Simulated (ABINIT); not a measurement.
Crystal: P.

```
P
1.0
     1.72573    0.99635    3.12968
    -1.72573    0.99635    3.12968
     0.00000   -1.99270    3.12968
P
2
Direct
  0.77292 0.77292 0.77292
  0.22708 0.22708 0.22708
```

This isn't the form of P at room conditions, which is orthorhombic.

Base run:

| Property | Result |
| --- | --- |
| Program | ABINIT 10.8.3 (patched build) |
| Functional | PBEsol |
| Potentials or basis | PseudoDojo NC SR PBEsol v0.4.1 standard |
| Cutoff | 490 eV |
| k mesh | 7 × 7 × 7 |
| Occupations | fermi-dirac, width 0.05 eV |
| Spin | no spin polarisation |

Its results: band gap on the k mesh none (metal or under the smearing width); pressure -2.0 GPa; largest force 0.234 eV/Å.

Question: The run is repeated on the same cell with these changes: functional from PBEsol to LDA; potentials or basis from PseudoDojo NC SR PBEsol v0.4.1 standard to PseudoDojo NC SR LDA v0.4.1 standard. What comes out?

Answer: Band gap on the k mesh none (metal or under the smearing width); pressure -3.4 GPa; largest force 0.132 eV/Å.

Caveats: the cutoff is short for stress, so the pressure is rough (some runs).
